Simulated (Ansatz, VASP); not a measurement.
## One calculation of Zn, two programs

```
Zn
1.0
    -1.54707    1.54707    1.54707
     1.54707   -1.54707    1.54707
     1.54707    1.54707   -1.54707
Zn
1
Direct
  0.00000 0.00000 0.00000
```

Alike in both runs: task single point; functional r2SCAN; k mesh 18 × 18 × 18; occupations gaussian, width 0.05 eV; no spin polarisation.

|  | VASP | Ansatz |
| --- | --- | --- |
| version | VASP 6.6.1 | Ansatz 0.2.0 |
| potentials or method | VASP PAW PBE potentials, release 64 (Zn) | scalar-relativistic, plane waves, PAW |
| plane-wave cutoff (eV) | 520 | 500 |
| valence electrons in the cell | 12 | 12 |

|  | VASP | Ansatz | Ansatz less VASP |
| --- | --- | --- | --- |
| pressure (GPa) | -1.4 | -1.9 | -0.50 |

With one functional, cell and mesh, what is left measures potentials, basis and numerics.

Caveats: the PAW data sets were made with another functional, which shifts forces and pressure a little (VASP).
